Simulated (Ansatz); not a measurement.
# Al2O3 (Corundum) (R-3c) in Ansatz: notebook

The runs below take Al2O3 (Corundum) through band structure, with PBE.

Everything below comes from runs of Ansatz 0.2.0. Logs are shortened: lines on timing, memory, paths and dates and some standing lists are left out, and cuts for length are marked.

**Measured values to compare with.**

From “Multi-petahertz electron interference in Cr:Al2O3 solid-state material”, 2018, pmc:5906618, for a bulk crystal of Al2O3: band gap 8.7 eV (optical).

The runs below are set against these values where they give the same quantity.

**1. Starting point**

Symmetry: R-3c, No. 167, trigonal system. Conventional cell: a = 4.760 Å, b = 4.760 Å, c = 12.996 Å, α = 90.00°, β = 90.00°, γ = 120.00°. Al (site symmetry 3) has 6 O at 1.85 to 1.97 Å as nearest neighbours. O (site symmetry 2) has 4 Al at 1.85 to 1.97 Å as nearest neighbours.

**2. Band structure, PBE**

The input, input.yaml:

```yaml
crystal:
  lattice:
    - [2.38025, 1.3742379782, 4.3318666667]
    - [-2.38025, 1.3742379782, 4.3318666667]
    - [0.0, -2.7484759565, 4.3318666667]
  atoms:
    - { symbol: Al, position: [0.85216, 0.85216, 0.85216] }
    - { symbol: Al, position: [0.64784, 0.64784, 0.64784] }
    - { symbol: Al, position: [0.14784, 0.14784, 0.14784] }
    - { symbol: Al, position: [0.35216, 0.35216, 0.35216] }
    - { symbol: O, position: [0.05668, 0.75, 0.44332] }
    - { symbol: O, position: [0.75, 0.44332, 0.05668] }
    - { symbol: O, position: [0.44332, 0.05668, 0.75] }
    - { symbol: O, position: [0.94332, 0.25, 0.55668] }
    - { symbol: O, position: [0.25, 0.55668, 0.94332] }
    - { symbol: O, position: [0.55668, 0.94332, 0.25] }
hamiltonian:
  xc: pbe
  pseudopotentials: { kind: paw, level: accurate }
kpoints:
  mp_grid: { grid: [7, 7, 7] }
  band_path:
    path:
      - [[0.0, 0.0, 0.0], [0.5, 0.0, 0.0], [0.5, 0.2337604794, -0.2337604794]]
      - [[0.7662395206, 0.5, 0.2337604794], [0.5, 0.5, 0.5], [0.0, 0.0, 0.0], [0.3668802397, 0.0, -0.3668802397]]
      - [[0.6331197603, 0.3668802397, 0.0], [0.5, 0.5, 0.0], [0.6331197603, 0.6331197603, 0.2337604794], [0.5, 0.5, 0.5]]
      - [[0.5, 0.0, 0.0], [0.7662395206, 0.3668802397, 0.3668802397]]
    npoints: 10
scf:
  occupations: { method: fermi_dirac, width: 0.05 }
  n_extra_bands: 25
output:
  forces: true
  stress: true
  eigenvalues: true
  fatbands: false
  write_density: true
  write_potential: true
  elf: true
  volumetric_format: npy
```

Potentials or basis: Ansatz PAW earlier set.

Launch:

```bash
$ ansatz run input.yaml --threads 2 --pin off --max-ram 5120MiB --backend cpu --events-out ev --progress --plain --runs-dir out
```

Output:

```text
Warning: O: the frozen core of the record relaxes in the run; the density that this induces, of no net charge, counts in the energy, the forces and the stress and is in none of the fields that output.write_density writes, but for the moments of the core's response to a field; where the core is relaxed in the converged state, core_induced_density.tsv beside their files holds, by atom and radius, the spherical part of it alone, to first order, the core's and, with some records, what their partial waves miss of the valence's (output.write_density, Limitations, says what it leaves out); compare the fields only with those of runs on the same records
Warning: RAYON_NUM_THREADS=2 ignored (pool sized by the plan → 2); use --threads N
scf.n_extra_bands = 25 over 40 filled bands (N_el = 80.0): the run solves 65 bands
Engine: ansatz 0.2.0, x86_64-unknown-linux-gnu
Pseudopotentials: kind: paw, level: accurate
Pseudopotential: Al, paw, valence charge 11, recommended cutoff 1050 eV (high), Al.paw.azcp
Pseudopotential: O, paw, valence charge 6, recommended cutoff 900 eV (normal), O.paw.azcp#accurate
Functional definition: PBE
  parameter kappa = 0.804
  parameter beta = 0.06672455060314922
  exchange = pbe_x(kappa = kappa, mu = beta*pi^2/3)
  correlation = pbe_c(beta = beta)
Crystal: 10 atoms, lattice volume = 85.018 Å³
Basis set: ecut = 1050 eV, 6599 PW (Γ), exchange–correlation on 120×120×120 points (8 copies of the dense FFT grid, shifted against one another)
Bands: 65, of which v1, the nominal top of the filled ones, is band 40 counted from 1 (39 counted from 0)
Symmetry: 12 space group operations
Space group: R-3c (ITA 167), of the structure as read, at distance tolerance 4.4e-5 Å
k-points: 44 of 343
Non-local potential: Al, projectors of the file, l = 0: 2, l = 1: 2, l = 2: 1
Non-local potential: O, projectors of the file, l = 0: 2, l = 1: 2, l = 2: 2, l = 3: 1
PAW form: soft (Blöchl's): semilocal exchange-correlation on the pseudo side does not see the compensation charge
PAW one-centre angular grid: Al, 110 points (default); XC on 64 Gauss nodes
PAW one-centre angular grid: O, 194 points (default); XC on 64 Gauss nodes
Initial density: superposition of atomic densities (chi_scale 0.1, normalization cell, long waves kept (reshape's long-wave potential 0.01 eV rms))
Initial wavefunctions: pseudopotential atomic-orbital guess
Functional: x = pbe(κ = 0.804, μ = 0.2195149727645171), c = pbe(β = 0.06672455060314922)
SCF iter   1: F=—  HF=-13145.373062 eV  |F-HF|=—  |Δ(HF+E_count)|=         —  Δρ=9.81e-2  dr2=5.35e0  ethr=3.10e-3  ⟨swp⟩=7.2  Hψ=14168  notcnv=0  defer=320
preconditioner: auto → Resta (q_TF=auto, 2.701 Å⁻¹)  ε∞=2.7  [insulator: Δε(μ)=6.415 eV  Ē_g=21.204 eV  σ=0.050 eV  W_gap=1.00  n_scr=26 (ndim 8)  ℏωp=27.9 eV  f_vac=0.000  D(μ)=0.00/eV (n_scr^D=0)  ε∞_Penn≈2.7]
SCF iter   2: F=—  HF=-13144.072158 eV  |F-HF|=—  |Δ(HF+E_count)|=    1.30e0  Δρ=4.69e-2  dr2=1.38e0  ethr=3.10e-3  ⟨swp⟩=3.0  Hψ=5331  notcnv=0  defer=830
SCF iter   3: F=—  HF=-13143.809777 eV  |F-HF|=—  |Δ(HF+E_count)|=   2.62e-1  Δρ=6.59e-3  dr2=3.45e-2  ethr=1.72e-3  ⟨swp⟩=2.3  Hψ=3166  notcnv=0  defer=830
SCF iter   4: F=—  HF=-13143.817318 eV  |F-HF|=—  |Δ(HF+E_count)|=   7.54e-3  Δρ=1.21e-3  dr2=7.52e-4  ethr=4.31e-5  ⟨swp⟩=2.0  Hψ=3290  notcnv=0  defer=827
SCF iter   5: F=—  HF=-13143.818414 eV  |F-HF|=—  |Δ(HF+E_count)|=   1.10e-3  Δρ=2.06e-4  dr2=2.22e-5  ethr=9.40e-7  ⟨swp⟩=2.0  Hψ=3177  notcnv=0  defer=827
SCF iter   6: F=—  HF=-13143.818468 eV  |F-HF|=—  |Δ(HF+E_count)|=   5.40e-5  Δρ=4.02e-5  dr2=1.13e-6  ethr=2.78e-8  ⟨swp⟩=2.5  Hψ=4105  notcnv=0  defer=827
SCF iter   7: F=-13143.818470 eV  HF=-13143.818470 eV  |F-HF|=4.07e-8  |Δ(HF+E_count)|=   2.25e-6  Δρ=7.12e-6  dr2=3.45e-8  ethr=1.25e-10  ⟨swp⟩=20.2  Hψ=27117  notcnv=0
SCF 1 converged in 7 iterations: F = -13143.818470 eV  dr2 = 3.45e-8
NSCF: frozen V_eff on 94 k-points
SCF converged after 7 iterations
Free energy (F): -13143.818470 eV
Harris-Foulkes:  -13143.818470 eV  (|F-HF|=4.07e-8)
Internal energy: -13143.818470 eV  (E = F + TS)
E sigma→0 (E₀):  -13143.818470 eV
Fermi energy:    12.527823 eV
--- Per-component energies (eV) ---
  E_band       = -1845.397075
  E_kinetic    = 2548.196334
  E_local      = -11029.571993  (includes V_loc(G=0)·N_el)
  E_nonlocal   = 1559.662815
  E_hartree    = 3226.549089
  E_xc         = -871.704596
  E_vxc        = -1070.782817  (∫ρ·V_xc dr)
  E_paw        = -2108.318043  (= ΣΔE_a, less E_core_relax)
  E_vpaw       = -305.993067  (= ΣTr[D̂ρ^β], less what the cores' own moments, if any, meet on the grid)
  E_core_relax = -0.000272  (the energy of the cores' relaxation)
  E_aug_tail   = 0.000029  (compensation charges beyond the density's cutoff)
  E_ewald      = -6468.631834
  E_smearing   = -0.000000  (= −TS)
  E_closure    = -0.000000  (closes the sum)
  Σ components = -13143.818470   (vs F -13143.818470, Δ=0.00e0)
--- Forces (eV/Å), atoms counted from 1 ---
  atom   1  Al     0.00000000     0.00000000    -0.02613640
  atom   2  Al     0.00000000    -0.00000000     0.02613640
  atom   3  Al    -0.00000000    -0.00000000     0.02613640
  atom   4  Al    -0.00000000     0.00000000    -0.02613640
  atom   5  O     -0.01078437    -0.01867908    -0.00000000
  atom   6  O     -0.01078437     0.01867908     0.00000000
  atom   7  O      0.02156874     0.00000000    -0.00000000
  atom   8  O      0.01078437     0.01867908     0.00000000
  atom   9  O      0.01078437    -0.01867908    -0.00000000
  atom  10  O     -0.02156874     0.00000000     0.00000000
  max |Σ_I F_I| component: 4.74e-17 eV/Å
--- Stress (GPa, compression-positive) ---
        7.576362       0.000000       0.000000
        0.000000       7.576362       0.000000
        0.000000       0.000000       6.979588
  P = ⅓ Tr σ = 7.3774 GPa (73.774 kbar)
--- Band table (eV; the first three rows and the last of 44) ---
  k-point 0: bands = ["-91.0434", "-91.0416", "-91.0411", "-91.0395", "-52.5307", "-52.5273", "-52.5167", "-52.5167", "-52.5154", "-52.5154", "-52.5124", "-52.5117", "-52.5046", "-52.5046", "-52.5035", "-52.5035", "-9.8938", "-7.5545", "-7.2779", "-7.2779", "-6.9692", "-6.9692", "2.4378", "3.4392", "3.7999", "3.7999", "4.9266", "5.0149", "5.0149", "6.0172", "6.3769", "7.9136", "7.9136", "8.0453", "8.0453", "8.8451", "8.8451", "9.2970", "9.2970", "9.3432", "15.5659", "18.4906", "20.1012", "20.8776", "20.8776", "21.0560", "21.7308", "21.7308", "21.7793", "22.9003", "23.9693", "23.9693", "24.0932", "24.0932", "24.2831", "25.2375", "25.2543", "27.6597", "27.6597", "28.0620", "28.0620", "29.4018", "29.5135", "29.5732", "29.7671"]
  k-point 1: bands = ["-91.0433", "-91.0415", "-91.0412", "-91.0396", "-52.5305", "-52.5274", "-52.5167", "-52.5165", "-52.5156", "-52.5148", "-52.5124", "-52.5120", "-52.5045", "-52.5045", "-52.5043", "-52.5034", "-9.7875", "-7.5972", "-7.3512", "-7.3004", "-7.0200", "-6.9750", "2.5537", "3.2125", "3.6630", "4.3078", "4.4251", "4.9451", "5.7520", "6.4447", "6.6022", "7.5199", "7.8604", "7.9496", "8.1238", "8.5937", "8.6884", "9.0366", "9.2712", "9.3049", "16.0426", "18.8742", "19.7398", "20.6632", "20.6841", "20.9104", "21.7330", "21.9309", "22.2501", "22.4319", "23.7980", "23.8963", "23.9280", "24.1316", "24.3305", "25.0085", "25.1758", "27.2855", "27.7148", "27.9014", "28.2684", "28.4913", "28.5964", "29.5953", "29.8103"]
  k-point 2: bands = ["-91.0430", "-91.0416", "-91.0411", "-91.0399", "-52.5300", "-52.5277", "-52.5169", "-52.5163", "-52.5157", "-52.5139", "-52.5122", "-52.5118", "-52.5063", "-52.5047", "-52.5039", "-52.5032", "-9.4809", "-7.9226", "-7.3405", "-7.3329", "-7.1370", "-7.0160", "2.7455", "3.3103", "3.3375", "4.2536", "4.8679", "5.3183", "6.5288", "6.6554", "7.1064", "7.3019", "7.4561", "7.6395", "7.9651", "7.9707", "8.5484", "8.8531", "9.1526", "9.1986", "17.1118", "19.2910", "19.6282", "20.0115", "20.1764", "20.7345", "21.7519", "21.9334", "22.1901", "22.7493", "23.1127", "23.3676", "23.7558", "24.3456", "24.4507", "24.7740", "25.2353", "25.9979", "27.0002", "27.5567", "27.8555", "28.5525", "28.9610", "29.6473", "30.3459"]
  k-point 43: bands = ["-91.0426", "-91.0425", "-91.0403", "-91.0402", "-52.5280", "-52.5278", "-52.5174", "-52.5169", "-52.5154", "-52.5150", "-52.5131", "-52.5130", "-52.5049", "-52.5044", "-52.5037", "-52.5031", "-8.8987", "-8.7381", "-7.4070", "-7.3126", "-7.0445", "-7.0045", "3.6077", "3.7131", "4.5763", "4.5873", "4.9975", "5.3920", "5.5383", "5.7153", "6.7208", "6.9405", "7.0101", "7.4791", "7.6913", "7.8495", "8.7356", "8.7380", "8.8705", "8.9230", "18.2115", "18.4339", "20.2753", "20.4406", "21.3887", "21.4004", "21.6152", "21.8814", "22.3299", "22.5000", "23.6911", "23.8066", "23.9292", "24.0462", "24.1917", "24.3468", "25.3217", "25.5615", "26.1905", "26.3082", "26.8581", "26.9747", "30.2584", "30.7292", "31.2705"]
```

It took 33 s on 2 threads of INTEL XEON PLATINUM 8581C at 2.10GHz (Emerald Rapids), shared host; peak memory 1.6 GiB.

What came out:

- Free energy: -13143.8185 eV
- Pressure: 7.4 GPa
- Largest force: 0.026 eV/Å
- Band gap on the k mesh: 6.22 eV, direct
- Band gap along the path: 6.22 eV, direct

Forces in eV/Å, atoms in the order of the input:
```
Al   0.000  0.000 -0.026
Al   0.000  0.000  0.026
Al   0.000  0.000  0.026
Al   0.000  0.000 -0.026
O   -0.011 -0.019  0.000
O   -0.011  0.019  0.000
O    0.022  0.000  0.000
O    0.011  0.019  0.000
O    0.011 -0.019  0.000
O   -0.022  0.000  0.000
```

Levels at the corners of the path, in eV from the valence-band top:
```tsv
point	band 37	band 38	band 39	band 40	band 41	band 42	band 43	band 44
Γ	-0.50	-0.05	-0.05	0.00	6.22	9.15	10.76	11.53
L	-0.91	-0.91	-0.27	-0.27	9.47	9.47	9.65	9.65
B1	-0.85	-0.85	-0.51	-0.51	9.71	9.71	10.13	10.13
B	-0.85	-0.85	-0.51	-0.51	9.71	9.71	10.13	10.13
Z	-0.38	-0.38	-0.38	-0.38	8.68	8.68	11.10	11.10
Γ	-0.50	-0.05	-0.05	0.00	6.22	9.15	10.76	11.53
X	-0.89	-0.85	-0.56	-0.29	9.51	9.54	9.76	10.22
Q	-0.89	-0.85	-0.56	-0.29	9.51	9.54	9.76	10.22
F	-1.03	-0.92	-0.74	-0.26	9.64	9.73	9.94	10.41
P1	-1.04	-0.86	-0.75	-0.47	9.74	9.94	10.21	10.38
Z	-0.38	-0.38	-0.38	-0.38	8.68	8.68	11.10	11.10
L	-0.91	-0.91	-0.27	-0.27	9.47	9.47	9.65	9.65
P	-1.04	-0.86	-0.75	-0.47	9.74	9.94	10.21	10.38
```

**3. Band structure, PBE**

Changes to input.yaml since step 2:

```diff
@@ -18,3 +18,3 @@
   xc: pbe
-  pseudopotentials: { kind: paw, level: accurate }
+  pseudopotentials: { kind: nc, accuracy: stringent }
 kpoints:
```

Potentials or basis: PseudoDojo stringent (PBE files).

Launch:

```bash
$ ansatz run input.yaml --threads 2 --pin off --max-ram 5120MiB --backend cpu --events-out ev --progress --plain --runs-dir out
```

Wall time 27 s (2 threads of INTEL XEON PLATINUM 8581C at 2.10GHz (Emerald Rapids), shared host); peak memory 1.5 GiB.

Results (log left out):

* Free energy: -2976.4089 eV
* Pressure: 6.4 GPa
* Largest force: 0.054 eV/Å
* Band gap on the k mesh: 6.26 eV, direct
* Band gap along the path: 6.26 eV, direct

Forces in eV/Å, atoms in the order of the input:
```
Al   0.000  0.000 -0.054
Al   0.000  0.000  0.054
Al   0.000  0.000  0.054
Al   0.000  0.000 -0.054
O   -0.024 -0.042  0.000
O   -0.024  0.042  0.000
O    0.048  0.000  0.000
O    0.024  0.042  0.000
O    0.024 -0.042  0.000
O   -0.048  0.000  0.000
```

Stress tensor (GPa, compression positive):
```
6.60 0.00 0.00
0.00 6.60 0.00
0.00 0.00 5.95
```

Levels at the corners of the path, in eV from the valence-band top:
| point | band 20 | band 21 | band 22 | band 23 | band 24 | band 25 | band 26 | band 27 | band 28 | band 29 |
| --- | --- | --- | --- | --- | --- | --- | --- | --- | --- | --- |
| Γ | -0.49 | -0.49 | -0.04 | -0.04 | 0.00 | 6.26 | 9.18 | 10.77 | 11.55 | 11.55 |
| L | -1.33 | -0.90 | -0.90 | -0.27 | -0.27 | 9.49 | 9.49 | 9.67 | 9.67 | 11.81 |
| B1 | -1.18 | -0.84 | -0.84 | -0.50 | -0.50 | 9.73 | 9.73 | 10.15 | 10.15 | 10.62 |
| B | -1.18 | -0.84 | -0.84 | -0.50 | -0.50 | 9.73 | 9.73 | 10.15 | 10.15 | 10.62 |
| Z | -2.00 | -0.38 | -0.38 | -0.38 | -0.38 | 8.70 | 8.70 | 11.12 | 11.12 | 12.48 |
| Γ | -0.49 | -0.49 | -0.04 | -0.04 | 0.00 | 6.26 | 9.18 | 10.77 | 11.55 | 11.55 |
| X | -1.11 | -0.88 | -0.84 | -0.56 | -0.28 | 9.53 | 9.56 | 9.77 | 10.25 | 10.73 |
| Q | -1.11 | -0.88 | -0.84 | -0.56 | -0.28 | 9.53 | 9.56 | 9.77 | 10.25 | 10.73 |
| F | -1.29 | -1.02 | -0.91 | -0.74 | -0.25 | 9.67 | 9.75 | 9.95 | 10.43 | 11.16 |
| P1 | -1.06 | -1.03 | -0.86 | -0.74 | -0.46 | 9.77 | 9.96 | 10.22 | 10.39 | 10.40 |
| Z | -2.00 | -0.38 | -0.38 | -0.38 | -0.38 | 8.70 | 8.70 | 11.12 | 11.12 | 12.48 |
| L | -1.33 | -0.90 | -0.90 | -0.27 | -0.27 | 9.49 | 9.49 | 9.67 | 9.67 | 11.81 |
| P | -1.06 | -1.03 | -0.86 | -0.74 | -0.46 | 9.77 | 9.96 | 10.22 | 10.39 | 10.40 |

**4. How close it comes**

Step 2. Measured gap of Al2O3: 8.7 eV (optical; quoted in “Multi-petahertz electron interference in Cr:Al2O3 solid-state material”, 2018, pmc:5906618). This calculation gives 6.22 eV (-2.48 eV). The value is that of PBE, without temperature or zero-point motion. Semilocal functionals fall short of measured gaps as a rule.

Step 3. Measured gap of Al2O3: 8.7 eV (optical; quoted in “Multi-petahertz electron interference in Cr:Al2O3 solid-state material”, 2018, pmc:5906618). This calculation gives 6.26 eV (-2.44 eV). The value is that of PBE, without temperature or zero-point motion. Semilocal functionals fall short of measured gaps as a rule.
